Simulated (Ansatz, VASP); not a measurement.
## KTaO3 in VASP and in Ansatz

File POSCAR:

```
KTaO3
1.0
    4.0683888445      0.0000000000      0.0000000000
    0.0000000000      4.0683888445      0.0000000000
    0.0000000000      0.0000000000      4.0683888445
K Ta O
1 1 3
Direct
    0.0000000000      0.0000000000      0.0000000000
    0.5000000000      0.5000000000      0.5000000000
    0.5000000000      0.5000000000      0.0000000000
    0.5000000000      0.0000000000      0.5000000000
    0.0000000000      0.5000000000      0.5000000000
```

INCAR.step1

```
SYSTEM = KTaO3
PREC = Accurate ; ENCUT = 520
ISMEAR = 0 ; SIGMA = 0.01
LREAL = .FALSE. ; LASPH = .TRUE.
NELM = 60 ; NBANDS = 27
GGA = PE ; ALGO = Normal
EDIFF = 1E-4 ; LWAVE = .TRUE.
LCHARG = .FALSE.
```

The input INCAR.step2:

```
SYSTEM = KTaO3
PREC = Accurate ; ENCUT = 520
EDIFF = 1E-6 ; ISMEAR = 0
SIGMA = 0.01 ; LREAL = .FALSE.
LASPH = .TRUE. ; NELM = 60
ALGO = Normal ; ISIF = 2
LWAVE = .FALSE. ; LCHARG = .FALSE.
METAGGA = R2SCAN ; LMIXTAU = .TRUE.
NBANDS = 27 ; ISTART = 1
```

Contents of KPOINTS:

```
Automatic mesh
0
G
  6 6 6
  0 0 0
```

Input for Ansatz:

```yaml
crystal:
  lattice:
    - [4.0683888445, 0.0, 0.0]
    - [0.0, 4.0683888445, 0.0]
    - [0.0, 0.0, 4.0683888445]
  atoms:
    - { symbol: K, position: [0.0, 0.0, 0.0] }
    - { symbol: Ta, position: [0.5, 0.5, 0.5] }
    - { symbol: O, position: [0.5, 0.5, 0.0] }
    - { symbol: O, position: [0.5, 0.0, 0.5] }
    - { symbol: O, position: [0.0, 0.5, 0.5] }
kpoints:
  mp_grid: { grid: [6, 6, 6] }
hamiltonian:
  xc: r2scan
scf:
  occupations: { method: fixed }
  n_extra_bands: 5
output:
  forces: true
  stress: true
  eigenvalues: true
```

Alike in both runs: task single point; functional r2SCAN; k mesh 6 × 6 × 6; no spin polarisation.

```csv
,VASP,Ansatz
version,VASP 6.6.1,Ansatz 0.2.0
potentials or method,"VASP PAW PBE potentials, release 64 (K_sv, Ta_pv, O)","plane waves, PAW"
plane-wave cutoff (eV),520,500
occupations,"gaussian, width 0.01 eV",fixed
valence electrons in the cell,38,40
```

VASP gave:

| Quantity | Value |
| --- | --- |
| gap on the k mesh at the Fermi level (eV) | 2.44 |
| pressure (GPa) | -10.0 |

Estimate Ansatz's values.

gap on the k mesh at the Fermi level (eV): 2.47; pressure (GPa): -10.7.

The two sets of potentials don't hold the same shells in valence.

Caveats: the PAW data sets were made with another functional, which shifts forces and pressure a little (VASP); spin-orbit coupling is left out, which moves the levels of the heavy elements. r2SCAN opens gaps a little over a GGA but as a rule still falls short of measured ones. A k mesh can miss the band edges.
